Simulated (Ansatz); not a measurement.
Rocksalt MgO was put through Ansatz (plane waves). The cell was relaxed beforehand with r2SCAN.

The cell:
```
Mg O
1.0
     0.00000    2.10217    2.10217
     2.10217    0.00000    2.10217
     2.10217    2.10217    0.00000
Mg O
1 1
Direct
  0.00000 0.00000 0.00000
  0.50000 0.50000 0.50000
```

The log, with set-up remarks and timings taken out:
```
Functional definition: PBE
  parameter kappa = 0.804
  parameter beta = 0.06672455060314922
  exchange = pbe_x(kappa = kappa, mu = beta*pi^2/3)
  correlation = pbe_c(beta = beta)
Crystal: 2 atoms, lattice volume = 18.579 Å³
Basis set: ecut = 420 eV, 339 PW (Γ)
Bands: 12, of which v1, the nominal top of the filled ones, is band 8 counted from 1 (7 counted from 0)
Symmetry: 48 space group operations
Space group: Fm-3m (ITA 225)
k-points: 16 of 216
preconditioner: auto → none  [insulator: Δε(μ)=4.795 eV  ℏωp=24.4 eV]
SCF 1 converged in 6 iterations: F = -2494.127221 eV  dr2 = 4.99e-11
Free energy (F): -2494.127221 eV
Fermi energy:    8.204123 eV
--- G₀W₀: contour deformation, 6 samples at zero and on the imaginary axis and 3 off it, 216 q-points, 30 empty bands' worth ---
    ik  band        ε_KS         Σx   Σc(E_QP)       V_xc       Z   E_QP_lin       E_QP  E_QP is
     0     7      8.2041   -26.4658     4.5079   -20.9368  0.7955     7.1736     7.1831  root
     0     8      8.2041   -26.4658     4.5079   -20.9368  0.7955     7.1736     7.1831  root
     0     9     13.0008   -10.0739    -3.6228   -14.8432  0.8498    14.1548    14.1471  root
     0    10     24.0571    -3.7040    -4.6601    -9.5989  0.8363    25.3082    25.2918  root
     1     7      8.0290   -26.2844     4.5372   -20.6861  0.7948     6.9574     6.9679  root
     1     8      8.0290   -26.2844     4.5372   -20.6861  0.7948     6.9574     6.9679  root
     1     9     14.4209   -10.9214    -3.5865   -15.8525  0.8408    15.7771    15.7655  root
     1    10     21.7182    -4.5587    -4.6219   -10.4008  0.8319    22.9541    22.9383  root
     2     7      7.7018   -25.9758     4.5954   -20.2491  0.7933     6.5579     6.5704  root
     2     8      7.7018   -25.9758     4.5954   -20.2491  0.7933     6.5579     6.5704  root
     2     9     15.9335    -8.6574    -3.9701   -13.9163  0.8435    17.2342    17.2223  root
     2    10     20.5821    -8.3061    -4.6716   -14.7124  0.8133    22.3510    22.3168  root
     3     7      7.5479   -25.8416     4.6228   -20.0567  0.7925     6.3723     6.3857  root
     3     8      7.5479   -25.8416     4.6228   -20.0567  0.7925     6.3723     6.3857  root
     3     9     16.1570    -7.0449    -4.0466   -12.2027  0.8504    17.2769    17.2683  root
     3    10     20.8793   -10.6337    -4.9345   -17.6702  0.7961    23.0427    22.9813  root
     4     7      7.8170   -26.1096     4.5516   -20.4455  0.7943     6.6927     6.7045  root
     4     8      7.8170   -26.1096     4.5516   -20.4455  0.7943     6.6927     6.7045  root
     4     9     14.9028   -11.2678    -3.6091   -16.3176  0.8372    16.3576    16.3435  root
     4    10     20.9544    -3.5165    -4.4824    -9.0431  0.8427    22.0089    21.9985  root
     8     7      7.2680   -25.4395     4.5652   -19.6449  0.7930     6.0232     6.0386  root
     8     8      7.8847   -26.1313     4.5722   -20.4688  0.7939     6.7831     6.7944  root
     8     9     15.9583   -10.8271    -3.8416   -16.2005  0.8334    17.5080    17.4901  root
     8    10     20.4621    -5.3455    -4.4729   -11.0961  0.8338    21.7562    21.7397  root
     9     7      7.1504   -25.6602     4.6468   -19.7584  0.7917     5.8792     5.8954  root
     9     8      7.1504   -25.6602     4.6468   -19.7584  0.7917     5.8792     5.8954  root
     9     9     17.5647   -10.0380    -4.1819   -15.8946  0.8316    19.2636    19.2392  root
     9    10     18.2721    -3.7792    -4.1778    -8.9272  0.8538    19.2492    19.2423  root
    12     7      6.8582   -25.5154     4.6923   -19.5118  0.7904     5.5287     5.5470  root
    12     8      6.8582   -25.5154     4.6923   -19.5118  0.7904     5.5287     5.5470  root
    12     9     17.3580    -3.9007    -4.0639    -8.9041  0.8569    18.3035    18.2975  root
    12    10     18.2552    -7.2992    -4.3150   -13.0317  0.8541    19.6874    19.6727  root
```

The points are ik 0 = (0, 0, 0) (Γ), ik 1 = (0, 0, 1/6), ik 2 = (0, 0, 1/3), ik 3 = (0, 0, -1/2), ik 4 = (0, 1/6, 1/6), ik 8 = (0, 1/6, -1/6), ik 9 = (0, 1/3, 1/3), ik 12 = (0, -1/2, -1/2); band 8 is the last filled one.

Problem. Reconstruct the input.

Solution.
```yaml
crystal:
  # lattice and atoms as above
kpoints:
  mp_grid: { grid: [6, 6, 6] }
hamiltonian:
  xc: pbe
scf:
  occupations: { method: fixed }
gw:
  n_empty_bands: 30
  ecut_chi: 80
  qp_bands: [v2, c2]
  qp_kpoints: band_edges
  screening: { model: contour_deformation }
```
The quasiparticle table needs the gw block. This is the file that was run; thresholds and some counts can't be read off the log exactly.

Command: `ansatz run input.yaml --threads 2 --pin off --max-ram 3686MiB --backend cpu --events-out ev --progress --plain --runs-dir out`. Wall time 6.1 s on 2 threads of Intel(R) Xeon(R) Platinum 8259CL CPU @ 2.50GHz (Skylake/Cascade Lake), with other jobs on the host, load about 0.5 per core; peak host memory 0.33 GiB.

(Simulation; spin polarisation is off.)
